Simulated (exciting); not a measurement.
MgO:

```
Mg O
1.0
     0.00000    2.09700    2.09700
     2.09700    0.00000    2.09700
     2.09700    2.09700    0.00000
Mg O
1 1
Cartesian
  0.0000 0.0000 0.0000
  2.0970 2.0970 2.0970
```

The cell is a database's computed one.

Base run:

- Program: exciting (release sodium)
- Functional: RPBE
- Potentials or basis: all-electron LAPW+lo, shipped species files, valence relativity iora*
- rgkmax: 7.5
- k mesh: 11 × 11 × 11
- Occupations: fermi-dirac, width 0.05 eV
- Spin: no spin polarisation

Its results: band gap on the k mesh 4.99 eV, direct.

Problem. The run is repeated on the same cell with these changes: functional from RPBE to PBEsol. What comes out?

Solution. Band gap on the k mesh 4.77 eV, direct.
